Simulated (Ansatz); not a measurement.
# 11B NMR of the central transition in B5H9

Cell: a structure deposited in the COD, its atoms then relaxed with PBE in this cell.

Space group I4mm (No. 107); a = 7.1600, c = 5.3800 Å.

```csv
site,Wyckoff,site symmetry,x,y,z
B1,2a,4mm,0.0000,0.0000,0.2286
B2,8d,.m.,0.1763,0.0000,0.0191
H6,8d,.m.,0.8412,0.5000,0.5443
H10,2a,4mm,0.0000,0.0000,0.4495
H11,8c,..m,0.1336,0.1336,0.8514
```

One atom of each set is listed; the run and its k-mesh use a cell of 14 atoms with edges of 5.73, 5.73, 5.73 Å.

Computed with Ansatz: DFT, r2SCAN, plane waves and PAW (field gradients read without the response of the frozen cores, which leaves them typically 4 to 6 % off), scalar-relativistic, 500 eV cutoff, Γ-centred 7×7×7 k-points, Fermi–Dirac smearing 0.05 eV.

11B has I = 3/2 and Q = 40.59 mb (Pyykkö 2018); at 18.8 T its Larmor frequency is ν₀ = 256.9 MHz. Only the quadrupole interaction is simulated: positions count from each site's isotropic chemical shift, and J coupling is left out, as are shift anisotropy and dipolar coupling, which fast spinning averages.

Question: Give C_Q, η, the quadrupolar product P_Q = |C_Q|(1 + η²/3)^½, the second-order isotropic shift and the breadth of the pattern (fast magic-angle spinning) for each B site.

Answer: 

```tsv
site	first shell	C_Q (MHz)	η	P_Q (MHz)	δ_QIS (ppm)	breadth (kHz)
B1	1 H at 1.19 Å, 4 B at 1.69 Å	-0.444	0.00	0.444	-0.0747	0.0411
B2	3 H at 1.19–1.35 Å, 3 B at 1.69–1.78 Å	-1.98	0.49	2.06	-1.60	0.956
```

δ_QIS = −(ν_Q²/30ν₀²)[I(I+1) − 3/4](1 + η²/3) × 10⁶ ppm with ν_Q = 3|C_Q|/[2I(2I−1)]; it falls as 1/B₀² in ppm, and the breadth as 1/B₀ in kHz.

An axis of threefold or higher order runs through B1, so V_zz lies along it and η is zero.

Hardware: 1 thread of Intel Xeon Platinum 8488C (Sapphire Rapids) (x86_64; 16 cores open to the job, memory cap 3.0 GiB, no GPU), a shared host with a load of 0.5 a core. Wall time 23 s, CPU time 23 s, peak memory 0.77 GiB.
